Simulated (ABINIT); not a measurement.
Crystal: Be2C.

```xyz
3
Lattice="0.0000 2.1650 2.1650 2.1650 0.0000 2.1650 2.1650 2.1650 0.0000" Properties=species:S:1:pos:R:3 pbc="T T T"
C     0.0000    0.0000    0.0000
Be    3.2475    3.2475    3.2475
Be    1.0825    1.0825    1.0825
```

Base run:

- Program: ABINIT 10.8.3 (patched build)
- Functional: PBEsol
- Potentials or basis: PseudoDojo NC SR PBEsol v0.4.1 standard
- Cutoff: 1197 eV
- k mesh: 11 × 11 × 11
- Occupations: fermi-dirac, width 0.05 eV
- Spin: no spin polarisation

Its results: band gap on the k mesh 1.17 eV, indirect (least direct gap 4.12 eV); pressure -2.0 GPa.

Problem. The run is repeated on the same cell with these changes: functional from PBEsol to LDA; potentials or basis from PseudoDojo NC SR PBEsol v0.4.1 standard to JTH PAW LDA v2.0; cutoff from 1197 eV to 517 eV. What comes out?

Solution. Band gap on the k mesh 1.27 eV, indirect (least direct gap 4.02 eV); pressure -8.8 GPa.

Caveats: an odd mesh through Γ misses points on the zone boundary, where band edges often lie (some runs); the mesh misses the band edges, which the band path finds closer together (some runs).
